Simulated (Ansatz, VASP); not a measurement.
# GaSb in two plane-wave programs

Aim: how closely do two programs agree when they are given the same cell, functional and k mesh? The cell is taken from a series of VASP runs on this material, whose earlier steps may have relaxed, scaled or displaced it; both programs get it as it stands.

Main program and level: Ansatz 0.2.0; plane waves, with VASP 6.6.1 beside it; relaxation of cell and atoms at PBEsol, spin-orbit coupling.

**1. Starting point**

Symmetry: F-43m, No. 216, cubic system. The conventional cell has a = 6.156 Å, b = 6.156 Å, c = 6.156 Å, α = 90.00°, β = 90.00°, γ = 90.00°. Sb has 4 Ga at 2.67 Å nearest. Ga has 4 Sb at 2.67 Å nearest. Farther neighbours are not listed.

**2. Ansatz: relaxation of cell and atoms, PBEsol, spin-orbit coupling**

Ansatz runs on its fully relativistic PAW (standard-fr) files.

The relaxed volume is the usual yardstick between codes: its relative difference is about their pressure difference at one cell divided by the bulk modulus.

input.yaml reads:

```yaml
crystal:
  lattice:
    - [0.0, 3.0779782003, 3.0779782003]
    - [3.0779782003, 0.0, 3.0779782003]
    - [3.0779782003, 3.0779782003, 0.0]
  atoms:
    - { symbol: Sb, position: [0.25, 0.25, 0.25] }
    - { symbol: Ga, position: [0.0, 0.0, 0.0] }
hamiltonian:
  xc: pbesol
  pseudopotentials: { kind: paw_fr }
magnetization:
  noncollinear: true
  spin_orbit: true
kpoints:
  mp_grid: { grid: [6, 6, 6] }
scf:
  occupations: { method: gaussian, width: 0.03 }
relax:
  f_tol: 0.01
  max_steps: 60
  cell: { stress_tol: 0.05 }
output:
  forces: true
  stress: true
```

Command:

```
$ ansatz run input.yaml --threads 4 --pin off --max-ram 9216MiB --backend cpu --events-out ev --progress --plain --runs-dir out
```

Numbers of over 12 decimals in the logs are rounded to 6 here.

The log of the run:

```text
Engine: ansatz 0.2.0, aarch64-unknown-linux-gnu
Pseudopotentials: kind: paw_fr
Pseudopotential: Sb, paw_fr, valence charge 15, recommended cutoff 420 eV (normal), Sb.paw.azcp#standard-fr
Pseudopotential: Ga, paw_fr, valence charge 13, recommended cutoff 420 eV (normal), Ga.paw.azcp#standard-fr
Functional definition: PBEsol
  exchange = pbesol_x
  correlation = pbesol_c
non-collinear run that drives no moment, with spin-orbit: no starting moment large enough to seed its density (crystal.atoms[].spin), no starting occupations that ask for one, no magnetisation constraint and no magnetic field, so the semilocal B_xc is pinned to zero
Crystal: 2 atoms, lattice volume = 58.321 Å³
Basis set: ecut = 420 eV, 1139 PW (Γ), exchange–correlation on 60×60×60 points (8 copies of the dense FFT grid, shifted against one another)
Bands: 36, of which v1, the nominal top of the filled ones, is band 28 counted from 1 (27 counted from 0)
Symmetry: 24 space group operations + 24 with time reversal
Magnetic group: BNS 216.75 (UNI 1577), of the structure as read, at distance tolerance 3.9e-5 Å
k-points: 16 of 216 (time reversal used)
Projection manifold: j_resolved (fully-relativistic pseudo-atomic orbitals)
Non-local potential: Sb, projectors of the file, l = 0: 2, l = 1: 4, l = 2: 4, l = 3: 4
Non-local potential: Ga, projectors of the file, l = 0: 2, l = 1: 4, l = 2: 6, l = 3: 2
PAW form: soft (Blöchl's): semilocal exchange-correlation on the pseudo side does not see the compensation charge
PAW frozen core: Sb, regenerated for the run's functional, and the local potential with it (the file was generated under x = pbe(κ = 0.804, μ = 0.219515), c = pbe(β = 0.066725))
PAW frozen core: Ga, regenerated for the run's functional, and the local potential with it (the file was generated under x = pbe(κ = 0.804, μ = 0.219515), c = pbe(β = 0.066725))
PAW one-centre angular grid: Sb, 590 points (default); XC on 64 Gauss nodes
PAW one-centre angular grid: Ga, 590 points (default); XC on 64 Gauss nodes
Initial density: superposition of atomic densities (chi_scale 0.1, normalization cell, long waves kept (reshape's long-wave potential 0.00 eV rms))
Initial wavefunctions: pseudopotential atomic-orbital guess
Functional: x = pbesol(κ = 0.804, μ = 0.123457), c = pbesol(β = 0.046)
SCF iter   1: F=—  HF=-10154.025057 eV  |F-HF|=—  |Δ(HF+E_count)|=         —  Δρ=2.79e-2  dr2=3.72e-1  dr2_m=0.00e0 (ungated)  ethr=3.10e-3  |M|=0.00e0 ∫|m|=0.00e0 μB  |m|>n=0.0e0 m-floor=0.0e0 τ_xc=0.0e0  β_m=0.30  ⟨swp⟩=8.5  Hψ=3057  notcnv=0
preconditioner: auto → Kerker (q_TF=auto, 2.414 Å⁻¹)  [metal: Δε(μ)=0.000 eV  Ē_g=14.623 eV  σ=0.030 eV  W_gap=0.00  n_scr=14 (ndim 8)  ℏωp=20.6 eV  f_vac=0.008  D(μ)=0.35/eV (n_scr^D=0)]
spin=Noncollinear: Kerker preconditioning applied to the charge; magnetization (m_x, m_y, m_z) channels mix plain (no charge-response kernel on spin).
SCF iter   2: F=—  HF=-10153.988365 eV  |F-HF|=—  |Δ(HF+E_count)|=   3.67e-2  Δρ=2.15e-2  dr2=2.43e-1  dr2_m=0.00e0 (ungated)  ethr=1.33e-3  |M|=0.00e0 ∫|m|=0.00e0 μB  |m|>n=0.0e0 m-floor=0.0e0 τ_xc=0.0e0  β_m=0.65  ⟨swp⟩=1.0  Hψ=704  notcnv=0  defer=7
SCF iter   3: F=—  HF=-10153.933679 eV  |F-HF|=—  |Δ(HF+E_count)|=   5.47e-2  Δρ=3.50e-3  dr2=1.55e-2  dr2_m=0.00e0 (ungated)  ethr=8.68e-4  |M|=0.00e0 ∫|m|=0.00e0 μB  |m|>n=0.0e0 m-floor=0.0e0 τ_xc=0.0e0  β_m=0.81  ⟨swp⟩=3.0  Hψ=1056  notcnv=0  defer=16
SCF iter   4: F=—  HF=-10153.934652 eV  |F-HF|=—  |Δ(HF+E_count)|=   9.73e-4  Δρ=2.87e-3  dr2=4.35e-3  dr2_m=0.00e0 (ungated)  ethr=5.54e-5  |M|=0.00e0 ∫|m|=0.00e0 μB  |m|>n=0.0e0 m-floor=0.0e0 τ_xc=0.0e0  β_m=0.68  ⟨swp⟩=2.0  Hψ=896  notcnv=0  defer=48
SCF iter   5: F=—  HF=-10153.932646 eV  |F-HF|=—  |Δ(HF+E_count)|=   2.01e-3  Δρ=1.17e-3  dr2=1.44e-3  dr2_m=0.00e0 (ungated)  ethr=1.55e-5  |M|=0.00e0 ∫|m|=0.00e0 μB  |m|>n=0.0e0 m-floor=0.0e0 τ_xc=0.0e0  β_m=0.84  ⟨swp⟩=2.0  Hψ=896  notcnv=0  defer=48
SCF iter   6: F=—  HF=-10153.933360 eV  |F-HF|=—  |Δ(HF+E_count)|=   7.14e-4  Δρ=4.01e-4  dr2=1.06e-4  dr2_m=0.00e0 (ungated)  ethr=5.13e-6  |M|=0.00e0 ∫|m|=0.00e0 μB  |m|>n=0.0e0 m-floor=0.0e0 τ_xc=0.0e0  β_m=0.81  ⟨swp⟩=2.0  Hψ=713  notcnv=0  defer=48
SCF iter   7: F=—  HF=-10153.933428 eV  |F-HF|=—  |Δ(HF+E_count)|=   6.71e-5  Δρ=1.02e-4  dr2=3.76e-6  dr2_m=0.00e0 (ungated)  ethr=3.79e-7  |M|=0.00e0 ∫|m|=0.00e0 μB  |m|>n=0.0e0 m-floor=0.0e0 τ_xc=0.0e0  β_m=0.91  ⟨swp⟩=2.0  Hψ=978  notcnv=0  defer=48
SCF iter   8: F=—  HF=-10153.933443 eV  |F-HF|=—  |Δ(HF+E_count)|=   1.52e-5  Δρ=1.89e-5  dr2=1.92e-7  dr2_m=0.00e0 (ungated)  ethr=1.34e-8  |M|=0.00e0 ∫|m|=0.00e0 μB  |m|>n=0.0e0 m-floor=0.0e0 τ_xc=0.0e0  β_m=0.95  ⟨swp⟩=2.0  Hψ=684  notcnv=0  defer=48
SCF iter   9: F=-10153.933443 eV  HF=-10153.933443 eV  |F-HF|=3.44e-8  |Δ(HF+E_count)|=   4.38e-7  Δρ=5.41e-6  dr2=3.00e-8  dr2_m=0.00e0 (ungated)  ethr=3.57e-10  |M|=0.00e0 ∫|m|=0.00e0 μB  |m|>n=0.0e0 m-floor=0.0e0 τ_xc=0.0e0  ⟨swp⟩=4.2  Hψ=1817  notcnv=0
SCF 1 converged in 9 iterations: F = -10153.933443 eV  dr2 = 3.00e-8
  greatest PAW one-centre occupation: 0.996 electrons in one spin orbital (limit 2), on the Sb atom at site 0 (counted from 0), in its partial waves of l = 2
relax step   1: F+E_penalty+E_count = -10153.93344316 eV  Δ(F+E_penalty+E_count) = +0.000e0 eV  max|allowed force component| = 1.619e-16 eV/Å  Δτ_max = 0.0000 Å  P = -0.938 GPa  Ω = 58.321 Å³  (9 SCF iters, dr2 threshold 1.00e-7 eV, accepted)
[...]
relax step   2: F+E_penalty+E_count = -10153.93663554 eV  Δ(F+E_penalty+E_count) = -3.192e-3 eV  max|allowed force component| = 5.551e-17 eV/Å  Δτ_max = 0.0000 Å  P = +0.347 GPa  Ω = 56.837 Å³  energy of the carried Pulay correction = +3.018e-4 eV  (6 SCF iters, dr2 threshold 2.00e-7 eV, accepted)
[...]
relax step   3: F+E_penalty+E_count = -10153.93696079 eV  Δ(F+E_penalty+E_count) = -3.252e-4 eV  max|allowed force component| = 5.667e-17 eV/Å  Δτ_max = 0.0000 Å  P = -0.013 GPa  Ω = 57.230 Å³  energy of the carried Pulay correction = +2.211e-4 eV  (5 SCF iters, dr2 threshold 2.00e-7 eV, accepted)
[...]
relax step   4: F+E_penalty+E_count = -10153.93672269 eV  Δ(F+E_penalty+E_count) = +2.381e-4 eV  max|allowed force component| = 6.361e-17 eV/Å  Δτ_max = 0.0000 Å  P = -0.011 GPa  Ω = 57.230 Å³  stress off target by 1.07e-2 GPa  SCF on the basis re-selected at this cell (its energy is not comparable with the rows above)  (8 SCF iters)
basis re-selected at this cell: Δ(F+E_penalty+E_count) = +2.381e-4 eV, ΔP = +0.003 GPa vs the last step (what re-selecting the basis moved, of the pressure what is left beyond the Pulay correction that the steps carried, after the strain that the cell walked since its last selection, with what the two solves' SCF thresholds leave and, on support functions, any second-order correction that the steps lacked; it is no m [...]
SCF converged after 8 iterations
Magnetization: |M| = 0.0000 μB,  M = (+0.0000, +0.0000, +0.0000) μB
Absolute magnetization: 0.0000 μB (∫|m|)
  site 0: m = (+0.0000, +0.0000, +0.0000) μB, |m| = 0.0000 μB  (R = 1.09 Å)
  site 1: m = (+0.0000, +0.0000, +0.0000) μB, |m| = 0.0000 μB  (R = 1.09 Å)
Free energy (F): -10153.936723 eV
Harris-Foulkes:  -10153.936723 eV  (|F-HF|=1.82e-12)
Internal energy: -10153.936566 eV  (E = F + TS)
E sigma→0 (E₀):  -10153.936644 eV
Entropy (-TS):   -0.000157 eV (-0.078 meV/atom)
Fermi energy:    7.804368 eV
--- Per-component energies (eV) ---
  E_band       = -263.863448
  E_kinetic    = 323.801179
  E_local      = -3916.935612  (includes V_loc(G=0)·N_el)
  E_nonlocal   = 790.794970
  E_hartree    = 1799.935752
  E_xc         = -205.961943
  E_vxc        = -154.583691  (∫ρ·V_xc dr)
  E_paw        = -6452.573608  (= ΣΔE_a)
  E_vpaw       = -906.811640  (= ΣTr[D̂ρ^β])
  E_aug_tail   = -0.000099  (compensation charges beyond the density's cutoff)
  E_ewald      = -2494.198404
  E_core_change = 1.201199  (= ΣΔE_core)
  E_smearing   = -0.000157  (= −TS)
  E_closure    = 0.000000  (closes the sum)
  Σ components = -10153.936723   (vs F -10153.936723, Δ=0.00e0)
--- Forces (eV/Å), atoms counted from 1 ---
  atom   1  Sb    -0.00000000    -0.00000000     0.00000000
  atom   2  Ga     0.00000000    -0.00000000    -0.00000000
  max |Σ_I F_I| component: 4.63e-17 eV/Å
--- Stress (GPa, compression-positive) ---
       -0.010716       0.000000      -0.000000
        0.000000      -0.010716       0.000000
       -0.000000       0.000000      -0.010716
  P = ⅓ Tr σ = -0.0107 GPa (-0.107 kbar)
--- Relaxed structure (3 steps of the walk, 3 accepted, 1 SCFs on fresh bases) ---
  F+E_penalty+E_count = -10153.93672269 eV   max|allowed force component| = 6.361e-17 eV/Å   (the final SCF, on the basis selected at the relaxed cell)
  cell:  # Å, volume = 57.2298 Å³
    - [0, 3.058657, 3.058657]
    - [3.058657, 0, 3.058657]
    - [3.058657, 3.058657, 0]
  atoms:
    - { symbol: Sb, position: [0.250000, 0.250000, 0.250000] }
    - { symbol: Ga, position: [0, 0, 0] }
```

It took 6.2 s on 4 threads of Arm Neoverse V2, shared host; peak memory 0.59 GiB; 23 s of CPU time.

(Continued in part 2 of 2.)

[Lines on the potential files, build, host, timing and source positions are cut from VASP's logs without a mark.]

[Logs are printed without paths, hosts, clocks, repeated set-up lines and the standing remarks that a program may print on its own settings, such as how far it seeks lower states.]

[Hosts, paths, dates, database ids (printed as entryN), source tags and the programs' standing remarks are cut or masked in the printed files.]
